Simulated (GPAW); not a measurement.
# CdTe (F-43m) in GPAW: a series of runs, part 3 of 3

GPAW 26.7.0. The steps go on from the part before.

### Step 5. Band structure, AM05, spin-orbit coupling, no magnetisation

File run.py:

```python
import numpy as np
from ase.dft.bandgap import bandgap
from ase.io import read, write
from ase.units import GPa
from gpaw import GPAW, PW, setup_paths
from gpaw.spinorbit import soc_eigenstates

setup_paths.insert(0, '.')

atoms = read('CdTe.xyz')

calc = GPAW(mode=PW(600),
            xc='AM05',
            kpts={'size': (6, 6, 6), 'gamma': True},
            occupations={'name': 'fermi-dirac', 'width': 0.05},
            nbands=18,
            convergence={'density': 1e-05, 'energy': 1e-05},
            maxiter=150,
            txt='gpaw.txt')
atoms.calc = calc
energy = atoms.get_potential_energy()
forces = atoms.get_forces()
stress = atoms.get_stress()
calc.write('gs.gpw')
write('result.traj', atoms)
print(f'Energy: {energy:.6f} eV')
print('Forces (eV/A):')
print(forces.round(4))
print('Stress (GPa):', (stress / GPa).round(3))
print('Fermi level:', round(calc.get_fermi_level(), 4), 'eV')
print(f'Gap: {bandgap(calc)[0]:.4f} eV, direct: {bandgap(calc, direct=True)[0]:.4f} eV')

path = atoms.cell.bandpath('GXWKGLUWLK,UX', npoints=80, eps=1e-4)
bs_calc = calc.fixed_density(kpts=path, symmetry='off', nbands=31,
                             convergence={'bands': 'CBM+6.0', 'eigenstates': 1e-6}, txt='bands.txt')
bs = bs_calc.band_structure()
bs.write('bs.json')
print(f'Gap on the path: {bandgap(bs_calc)[0]:.4f} eV')

soc = soc_eigenstates(bs_calc, theta=90, phi=0)
np.savetxt('soc_bands.dat', soc.eigenvalues(), fmt='%.4f')
mesh = soc_eigenstates('gs.gpw', theta=90, phi=0)
np.savetxt('soc_mesh.dat', mesh.eigenvalues(), fmt='%.4f')
print('Fermi level with spin-orbit coupling:', round(mesh.fermi_level, 4), 'eV')
```

File CdTe.xyz:

```xyz
2
Lattice="0.0000000000 3.2050000000 3.2050000000 3.2050000000 0.0000000000 3.2050000000 3.2050000000 3.2050000000 0.0000000000" Properties=species:S:1:pos:R:3 pbc="T T T"
Te     4.8075000000      4.8075000000      4.8075000000
Cd     0.0000000000      0.0000000000      0.0000000000
```

Potentials or basis: PAW data sets generated in the run's folder for this functional, pw.

On the command line:

```console
gpaw-setup -f AM05 Cd Te
OMP_NUM_THREADS=1 python run.py
```

gpaw.txt:

```text
__  _  _
 | _ |_)|_||  |
 |__||  | ||/\| - 26.7.0

Input parameters:
  mode=PW(ecut=600.0),
  convergence={'density': 1e-05, 'energy': 1e-05},
  kpts=MonkhorstPack(size=(6, 6, 6), gamma=True),
  maxiter=150,
  nbands=18,
  occupations=Occupations(name='fermi-dirac', width=0.05),
  xc=XC(name='AM05')

Diagonalizing LCAO Hamiltonian
Converting LCAO to pw mode

                      Te

       Cd

Atoms  # Å, Bohr magnetons
|   | symbol |        x |        y |        z |    initial magnetic moments |
|---|--------|----------|----------|----------|-----------------------------|
| 0 |     Te | 4.807500 | 4.807500 | 4.807500 | ( 0.0000,  0.0000,  0.0000) |
| 1 |     Cd | 0.000000 | 0.000000 | 0.000000 | ( 0.0000,  0.0000,  0.0000) |

Unit cell  # Å
| periodic |        x |        y |        z |  lengths |    angles |
|----------|----------|----------|----------|----------|-----------|
|      yes | 0.000000 | 3.205000 | 3.205000 | 4.532554 | 60.000000 |
|      yes | 3.205000 | 0.000000 | 3.205000 | 4.532554 | 60.000000 |
|      yes | 3.205000 | 3.205000 | 0.000000 | 4.532554 | 60.000000 |

Number of symmetries: 24
Symmetry operations  # r_c * U_cc + t_c -> r_c
|    | kind |            matrix            |
|----|------|------------------------------|
|  0 |  E   |  1, 0, 0,  0, 1, 0,  0, 0, 1 |
|  1 |  σ   |  1, 0, 0,  0, 0, 1,  0, 1, 0 |
|  2 |  σ   |  1, 0,-1,  0, 1,-1,  0, 0,-1 |
|  3 |  C3  |  1, 0,-1,  0, 0,-1,  0, 1,-1 |
|  4 |  C3  |  1,-1, 0,  0,-1, 1,  0,-1, 0 |
|  5 |  σ   |  1,-1, 0,  0,-1, 0,  0,-1, 1 |
|  6 |  σ   |  0, 1, 0,  1, 0, 0,  0, 0, 1 |
|  7 |  C3  |  0, 1, 0,  0, 0, 1,  1, 0, 0 |
|  8 |  C2  |  0, 1,-1,  1, 0,-1,  0, 0,-1 |
|  9 |  S4  |  0, 1,-1,  0, 0,-1,  1, 0,-1 |
| 10 |  C3  |  0, 0, 1,  1, 0, 0,  0, 1, 0 |
| 11 |  σ   |  0, 0, 1,  0, 1, 0,  1, 0, 0 |
| 12 |  S4  |  0, 0,-1,  1, 0,-1,  0, 1,-1 |
| 13 |  C3  |  0, 0,-1,  0, 1,-1,  1, 0,-1 |
| 14 |  S4  |  0,-1, 1,  1,-1, 0,  0,-1, 0 |
| 15 |  C2  |  0,-1, 1,  0,-1, 0,  1,-1, 0 |
| 16 |  C3  |  0,-1, 0,  1,-1, 0,  0,-1, 1 |
| 17 |  S4  |  0,-1, 0,  0,-1, 1,  1,-1, 0 |
| 18 |  S4  | -1, 1, 0, -1, 0, 1, -1, 0, 0 |
| 19 |  C3  | -1, 1, 0, -1, 0, 0, -1, 0, 1 |
| 20 |  C3  | -1, 0, 1, -1, 1, 0, -1, 0, 0 |
| 21 |  S4  | -1, 0, 1, -1, 0, 0, -1, 1, 0 |
| 22 |  σ   | -1, 0, 0, -1, 1, 0, -1, 0, 1 |
| 23 |  C2  | -1, 0, 0, -1, 0, 1, -1, 1, 0 |

BZ-sampling:
  Number of BZ points: 216
  Number of IBZ points: 16

  Monkhorst-Pack size: [6, 6, 6]
  Monkhorst-Pack shift: [0.08333333333333333, 0.08333333333333333, 0.08333333333333333]

K-points  # in reciprocal-cell coordinates
|     |                                coordinates |     weight |
|-----|--------------------------------------------|------------|
|   0 | (  0.00000000,   0.00000000,   0.00000000) | 0.00462963 |
|   1 | (  0.16666667,   0.16666667,   0.00000000) | 0.02777778 |
[... 78 lines left out ...]
    |    s |        |      21.569 |    1.191 |
    |    p |        |      26.096 |    1.228 |
    |    d |        |      15.487 |    1.164 |

    Using partial waves for Cd as LCAO basis

Reference energy: -336686.020857  # eV

eigensolver:
  PPCG
  Converge bands: occupied
  niter=2

density mixing:
  MSR1-Mixer
  Pratt-step length: 0.05
  Maximum mixing coefficient: 0.75
  Old densities: 10
  SVD Regularization: 0.005
  Good broyden scale: 1.0
  Trust region scale: 1.0
  Backstep threshold: 4.0
  History deletion threshold: 6.0
  Fourier metric: weight=20.0, sigma=0.015

occupation numbers:
  Fermi-Dirac:
    width: 0.0500  # eV

poisson solver:
  ecut: 4800.0  # eV

xc functional:
  name: AM05 with 2 nearest neighbor stencil

convergence criteria:
- Maximum integral of absolute [dens]ity change: 1e-05 electrons / valence electron
- Maximum [total energy] change in last 3 cyles: 1e-05 eV / valence electron
- Maximum integral of absolute [eigenst]ate change: 4e-08 eV^2 / valence electron
maximum number of iterations: 150

SCF iterations
|iter     | |      energy | eigst |  dens |
|---------|-|-------------|-------|-------|
|iter:   1| |   -5.446883 | -0.36 |       |
|iter:   2| |   -5.403411 | -2.34 | -1.26 |
|iter:   3| |   -5.232804 | -1.77 | -1.30 |
|iter:   4| |   -5.230702 | -3.34 | -1.78 |
|iter:   5| |   -5.230122 | -3.81 | -2.24 |
|iter:   6| |   -5.230152 | -5.44 | -2.98 |
|iter:   7| |   -5.230156c| -6.62 | -3.55 |
|iter:   8| |   -5.230156c| -7.79c| -4.52 |
|iter:   9| |   -5.230156c| -8.39c| -5.26c|

Converged in 9 steps
Energy contributions relative to reference atoms: (reference = -336686.020857)

Energy contributions:
  Kinetic:          19.814118
  Coulomb:         -17.942671
  Zero:              0.236851
  External:          0.000000
  Xc:               -7.338452
  Entropy:          -0.000004
  Spinorbit:         0.000000
  ----------------------------
  Free energy:      -5.230157
  Extrapolated:     -5.230156

dipole moment: (-16.592121, -16.592121, -16.592121)  # |e|*Ang

Fermi level: 4.466
Eigenvalues  # (at kpt = [0.000, 0.000, 0.000])
| band index |      eig [eV] | occ [0-2] |
|------------|---------------|-----------|
|          0 |        -7.362 |     2.000 |
|          1 |        -4.333 |     2.000 |
|          2 |        -4.333 |     2.000 |
|          3 |        -4.333 |     2.000 |
|          4 |        -4.046 |     2.000 |
|          5 |        -4.046 |     2.000 |
[... 10 lines left out ...]
|         16 |        14.162 |     0.000 |
|         17 |        14.162 |     0.000 |

Gap: 0.838 eV
Transition (v -> c):
  (s=0, k=0, n=8, [0.00, 0.00, 0.00]) -> (s=0, k=0, n=9, [0.00, 0.00, 0.00])
No difference between direct/indirect transitions

Forces  # eV/Ang
|        x |        y |       z |
|----------|----------|---------|
| -0.00000 | -0.00000 | 0.00000 |  # Te   0
| -0.00000 | -0.00000 | 0.00000 |  # Cd   1

Stress tensor  # eV/Ang^3
|         x |         y |         z |
|-----------|-----------|-----------|
| -0.011048 |  0.000000 | -0.000000 |
|  0.000000 | -0.011048 |  0.000000 |
| -0.000000 |  0.000000 | -0.011048 |

# Writing to gs.gpw (mode='')
```

stdout:

```text
Energy: -5.230156 eV
Forces (eV/A):
[[-0. -0.  0.]
 [-0. -0.  0.]]
Stress (GPa): [-1.77 -1.77 -1.77  0.   -0.    0.  ]
Fermi level: 4.4658 eV
Gap: 0.8380 eV, direct: 0.8380 eV
Gap on the path: 0.8380 eV
Fermi level with spin-orbit coupling: 4.6172 eV
```

bands.txt:

```text
Diagonalizing LCAO Hamiltonian
Converting LCAO to pw mode
convergence criteria:
- Maximum integral of absolute [eigenst]ate change: 1e-06 eV^2 / valence electron
maximum number of iterations: 150

SCF iterations
|iter     | |      energy | eigst |  dens |
[... 85 lines left out ...]
         [0.43055556, 0.43055556, 0.63888889],
         [0.41666667, 0.41666667, 0.66666667],
         [0.40277778, 0.40277778, 0.69444444],
         [0.38888889, 0.38888889, 0.72222222],
         [0.375     , 0.375     , 0.75      ],
         [0.625     , 0.25      , 0.625     ],
         [0.59375   , 0.1875    , 0.59375   ],
         [0.5625    , 0.125     , 0.5625    ],
         [0.53125   , 0.0625    , 0.53125   ],
         [0.5       , 0.        , 0.5       ]])),
  maxiter=150,
  nbands=31,
  occupations=Occupations(name='fermi-dirac', width=0.05),
  symmetry=Symmetry(point_group=False, time_reversal=False),
  xc=XC(name='AM05')
```

Wall time 2.9 min (1 thread of Intel Xeon at 2.50GHz (Skylake/Cascade Lake), shared host); peak memory 0.34 GiB.

Results:

```yaml
Free_energy: -5.2302 eV
Pressure: 1.8 GPa
Band_gap_on_the_k_mesh: 0.51 eV, direct
Band_gap_along_the_path: 0.52 eV, direct
```

Levels at the corners of the path, in eV from the valence-band top:
| point | band 16 | band 17 | band 18 | band 19 | band 20 | band 21 |
| --- | --- | --- | --- | --- | --- | --- |
| Γ | 0.00 | 0.00 | 0.00 | 0.52 | 0.52 | 3.97 |
| X | -2.51 | -2.13 | -2.13 | 2.25 | 2.25 | 2.36 |
| W | -2.62 | -2.59 | -2.58 | 3.76 | 4.23 | 4.40 |
| K | -2.90 | -1.97 | -1.93 | 2.55 | 2.59 | 4.14 |
| Γ | 0.00 | 0.00 | 0.00 | 0.52 | 0.52 | 3.97 |
| L | -1.46 | -0.87 | -0.87 | 1.51 | 1.51 | 4.78 |
| U | -2.90 | -1.97 | -1.93 | 2.55 | 2.59 | 4.14 |
| W | -2.62 | -2.59 | -2.58 | 3.76 | 4.23 | 4.40 |
| L | -1.46 | -0.87 | -0.87 | 1.51 | 1.51 | 4.78 |
| K | -2.90 | -1.97 | -1.93 | 2.55 | 2.59 | 4.14 |
| U | -2.90 | -1.97 | -1.93 | 2.55 | 2.59 | 4.14 |
| X | -2.51 | -2.13 | -2.13 | 2.25 | 2.25 | 2.36 |

Caveat: spin-orbit coupling was added after a scalar SCF, so levels and gaps hold it while energy, forces, pressure and moments don't; this program's spin-orbit splittings come out too wide for heavy elements.

### Step 6. Band structure, LDA

File run.py:

```python
from ase.dft.bandgap import bandgap
from ase.io import read, write
from ase.units import GPa
from gpaw import GPAW, PW, setup_paths

setup_paths.insert(0, '.')

atoms = read('CdTe.xyz')

calc = GPAW(mode=PW(600),
            xc='LDA',
            kpts={'size': (6, 6, 6), 'gamma': True},
            occupations={'name': 'fermi-dirac', 'width': 0.05},
            setups={'Cd': 'jth', 'Te': 'jth'},
            nbands=-9,
            convergence={'density': 1e-05, 'energy': 1e-05},
            maxiter=150,
            txt='gpaw.txt')
atoms.calc = calc
energy = atoms.get_potential_energy()
forces = atoms.get_forces()
stress = atoms.get_stress()
calc.write('gs.gpw')
write('result.traj', atoms)
print(f'Energy: {energy:.6f} eV')
print('Forces (eV/A):')
print(forces.round(4))
print('Stress (GPa):', (stress / GPa).round(3))
print('Fermi level:', round(calc.get_fermi_level(), 4), 'eV')
print(f'Gap: {bandgap(calc)[0]:.4f} eV, direct: {bandgap(calc, direct=True)[0]:.4f} eV')

path = atoms.cell.bandpath('GXWKGLUWLK,UX', npoints=80, eps=1e-4)
bs_calc = calc.fixed_density(kpts=path, symmetry='off', nbands=-21,
                             convergence={'bands': 'CBM+6.0', 'eigenstates': 1e-6}, txt='bands.txt')
bs = bs_calc.band_structure()
bs.write('bs.json')
print(f'Gap on the path: {bandgap(bs_calc)[0]:.4f} eV')
```

CdTe.xyz is that of step 5.

Potentials or basis: JTH PAW 2.0, LDA, pw.

On the command line:

```console
OMP_NUM_THREADS=1 python run.py
```

It took 3.7 min on 1 thread of Intel Xeon at 2.50GHz (Skylake/Cascade Lake), shared host; peak memory 0.31 GiB.

Results (log left out):

```yaml
Free_energy: -5.2077 eV
Pressure: 0.1 GPa
Band_gap_on_the_k_mesh: 0.61 eV, direct
Band_gap_along_the_path: 0.61 eV, direct
```

Levels at the corners of the path, in eV from the valence-band top:
```tsv
point	band 5	band 6	band 7	band 8	band 9	band 10	band 11	band 12	band 13
Γ	-8.04	-8.04	0.00	0.00	0.00	0.61	4.52	4.52	4.52
X	-8.00	-7.54	-4.55	-2.00	-2.00	2.38	2.53	8.81	9.29
W	-8.04	-7.44	-4.44	-2.49	-2.39	4.27	4.56	5.52	6.23
K	-8.02	-7.48	-4.46	-2.75	-1.66	2.74	4.45	7.34	7.55
Γ	-8.04	-8.04	0.00	0.00	0.00	0.61	4.52	4.52	4.52
L	-8.03	-7.68	-4.70	-0.84	-0.84	1.66	5.14	5.14	6.95
U	-8.02	-7.48	-4.46	-2.75	-1.66	2.74	4.45	7.34	7.55
W	-8.04	-7.44	-4.44	-2.49	-2.39	4.27	4.56	5.52	6.23
L	-8.03	-7.68	-4.70	-0.84	-0.84	1.66	5.14	5.14	6.95
K	-8.02	-7.48	-4.46	-2.75	-1.66	2.74	4.45	7.34	7.55
U	-8.02	-7.48	-4.46	-2.75	-1.66	2.74	4.45	7.34	7.55
X	-8.00	-7.54	-4.55	-2.00	-2.00	2.38	2.53	8.81	9.29
```

Caveat: the program truncates these outside data sets; spin-orbit coupling is left out, which moves the levels of the heavy elements.

### Step 7. The runs side by side

```csv
level,potentials or basis,spin,cutoff (eV),spin axis theta (degrees),spin axis phi (degrees),soc after scf,data set,grid spacing,gap on the mesh (eV),pressure (GPa)
PBEsol,"PAW data sets generated in the run's folder for this functional, pw","SOC, no magnetisation",600,0,0,second variation,-,-,0.43,1.3
PBE,"GPAW PAW data sets (gpaw-data 1.2.1), lcao:dzp",off,-,-,-,-,-,0.16 Å,0.90,-
PBE,"JTH PAW 2.0, PBE, pw",off,600,-,-,-,"Cd jth, Te jth",-,0.87,4.4
AM05,"PAW data sets generated in the run's folder for this functional, pw","SOC, no magnetisation",600,90,0,second variation,-,-,0.51,1.8
LDA,"JTH PAW 2.0, LDA, pw",off,600,-,-,-,"Cd jth, Te jth",-,0.61,0.1
```

Alike in all rows: task band structure; cell as given; k mesh 6 × 6 × 6; smearing fermi-dirac 0.05 eV.

Caveats: spin-orbit coupling is left out, which moves the levels of the heavy elements (some runs); spin-orbit coupling was added after a scalar SCF, so levels and gaps hold it while energy, forces, pressure and moments don't (some runs); this program's spin-orbit splittings come out too wide for heavy elements (some runs); the program truncates these outside data sets (some runs); the real-space grid adds noise to forces (some runs); the basis of atomic orbitals isn't converged, which shifts pressures, moduli and gaps (some runs).

Total energies depend on the potentials used, so only differences within one code and one set of settings carry meaning.

### Step 8. Against experiment

Step 2. Against the measured gap of CdTe, 1.607 eV (0 K; a printed reference work, data compilation), the calculated 0.44 eV is off by -1.17 eV. So large a miss can be the level of theory's own, or it may mean another phase, state or a wrong row. The value is that of PBEsol, without temperature or zero-point motion. Semilocal functionals fall short of measured gaps as a rule.

Step 3. Against the measured gap of CdTe, 1.607 eV (0 K; a printed reference work, data compilation), the calculated 0.90 eV is off by -0.70 eV. Spin-orbit coupling on Cd, Te is left out. The value is that of PBE in an atomic basis (GPAW PAW data sets (gpaw-data 1.2.1), lcao:dzp), whose error adds to the functional's,, without temperature or zero-point motion. Semilocal functionals fall short of measured gaps as a rule.

Step 4. A measured gap of CdTe is 1.607 eV (0 K; a printed reference work, data compilation); the calculated 0.87 eV misses it by -0.73 eV. Spin-orbit coupling on Cd, Te is left out. The value is that of PBE, without temperature or zero-point motion. Semilocal functionals fall short of measured gaps as a rule.

Step 5. A measured gap of CdTe is 1.607 eV (0 K; a printed reference work, data compilation); the calculated 0.52 eV misses it by -1.09 eV. So large a miss can be the level of theory's own, or it may mean another phase, state or a wrong row. The value is that of AM05, without temperature or zero-point motion. Semilocal functionals fall short of measured gaps as a rule.

Step 6. Against the measured gap of CdTe, 1.607 eV (0 K; a printed reference work, data compilation), the calculated 0.61 eV is off by -1.00 eV. Spin-orbit coupling on Cd, Te is left out. The value is that of LDA, without temperature or zero-point motion. Semilocal functionals fall short of measured gaps as a rule.
